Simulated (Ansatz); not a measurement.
# ZnAu (Pm-3m), a sublattice moved along a line

All numbers below come from DFT PBE, scalar-relativistic, plane waves, PAW in Ansatz. Cutoff 420 eV, Γ-centred 16×16×16 k-points, Gaussian smearing of 0.15 eV. Spin–orbit coupling is left out, which can shift energies with elements as heavy as these. No spin polarisation. Energies are free energies at this smearing, counted from the undisturbed cell; pressure is positive in compression.

The starting cell (as given, not relaxed at this level; it stands at 4.8 GPa, and it needn't be the usual structure):

```yaml
crystal:
  lattice:
    - [3.14700, 0.00000, 0.00000]
    - [0.00000, 3.14700, 0.00000]
    - [0.00000, 0.00000, 3.14700]
  atoms:
    - { symbol: Zn, position: [0.50000, 0.50000, 0.50000] }
    - { symbol: Au, position: [0.00000, 0.00000, 0.00000] }
```

Every Zn atom is moved by x along the Cartesian unit vector (0.000, 0.000, 1.000); the cell and all other atoms stay fixed. The cell is metallic on the mesh throughout.

```tsv
x (Å)	ΔE (meV/cell)
-0.2000	75.3
-0.1000	18.8
0.0000	0.0
0.0250	1.2
0.0500	4.7
0.0750	10.6
0.1250	29.4
0.1500	42.3
0.1750	57.6
```

Predict the force along x on the moved atoms (eV/Å) at each point.

```tsv
x (Å)	force along x on the moved atoms (eV/Å)
-0.2000	0.75
-0.1000	0.38
0.0000	0.00
0.0250	-0.09
0.0500	-0.19
0.0750	-0.28
0.1250	-0.47
0.1500	-0.56
0.1750	-0.66
```